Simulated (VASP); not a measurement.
## SnTe: single point with r2SCAN

The system is SnTe.

```
CELL_PARAMETERS angstrom
3.89182 0.00000 0.00000
0.00000 3.89182 0.00000
0.00000 0.00000 3.89182
ATOMIC_POSITIONS crystal
Sn 0.00000 0.00000 0.00000
Te 0.50000 0.50000 0.50000
```

The cell was built by a generator and needn't be a form met in nature.

```
Program             : VASP 6.6.1
Task                : single point
Functional          : r2SCAN
Potentials or basis : VASP PAW PBE potentials, release 64 (Sn_d, Te)
Cutoff              : 520 eV
k mesh              : 4 × 4 × 4
Occupations         : fermi-dirac, width 0.02 eV
Spin                : no spin polarisation
```

* Pressure: 0.2 GPa
* Band gap on the k mesh: none (metal or under the smearing width)

Levels at points of the mesh, in eV from the Fermi level:
```
           k point  band 6  band 7  band 8  band 9  band 10  band 11  band 12  band 13  band 14  band 15
(0.00, 0.00, 0.00)  -12.82   -5.25   -1.87   -1.87    -1.87     4.09     4.09     5.75     5.75     5.75
(0.50, 0.00, 0.00)  -11.53   -8.49   -0.29   -0.29     0.18     0.52     2.28     2.28     5.96     6.86
(0.50, 0.50, 0.00)  -10.66   -6.56   -4.97   -4.97     0.29     3.54     4.18     4.18     6.65     7.72
(0.50, 0.50, 0.50)  -10.09   -5.39   -2.97   -2.97    -2.97    -1.25    -1.25    -1.25    15.15    15.15
```

It took 39 s on 1 thread of AMD EPYC 9R14 (Zen 4), with other jobs on the host, peak memory 0.14 GiB.

Caveat: the k mesh is coarse (spacing up to 0.40 Å⁻¹), so the values aren't converged; the PAW data sets were made with another functional, which shifts forces and pressure a little. Spin-orbit coupling is left out, which matters for the levels of Te.
